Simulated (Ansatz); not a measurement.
# Strain and field gradients in Si3N4

Cell: a structure deposited in the COD, whose atoms a relaxation with PBE at fixed cell left in place.

```
Si N
1.0
    -3.23735    3.23735    3.23735
     3.23735   -3.23735    3.23735
     3.23735    3.23735   -3.23735
Si N
6 8
Direct
  0.25000 0.12500 0.87500
  0.87500 0.25000 0.12500
  0.75000 0.37500 0.62500
  0.62500 0.75000 0.37500
  0.12500 0.87500 0.25000
  0.37500 0.62500 0.75000
  0.56280 0.56280 0.56280
  0.43720 0.50000 0.00000
  0.50000 0.00000 0.93720
  0.00000 0.43720 0.50000
  0.93720 0.50000 0.00000
  0.06280 0.06280 0.06280
  0.00000 0.93720 0.50000
  0.50000 0.00000 0.43720
```

Atoms are numbered from 1 in the order listed; like atoms form one site, named after its first atom.

The numbers come from a DFT calculation in Ansatz (PBE, plane waves and PAW, scalar-relativistic, 420 eV cutoff, Γ-centred 6×6×6 k-points, Fermi–Dirac smearing 0.02 eV).

The cell is stretched along z (the third Cartesian axis of the run's cell), x and y held, and the ions relax again each time.

1 of the 2 sets of like atoms is followed.

| strain along z (%) | N: V along z (10²¹ V/m²) |
| --- | --- |
| -3 | -0.36 |
| -2 | -0.24 |
| -1 | -0.12 |
| 0 | 0.00 |
| +1 | 0.13 |
| +2 | 0.25 |
| +3 | ? |

(1) Estimate the row at +3 % from the others.

Answers

(1) N: 0.38. Worked for N: a straight line through the other 6 rows has a slope of 0.121 × 10²¹ V/m² per per cent of strain and gives 0.36 at +3 %, against 0.38 from the run, so the response is nearly linear here.
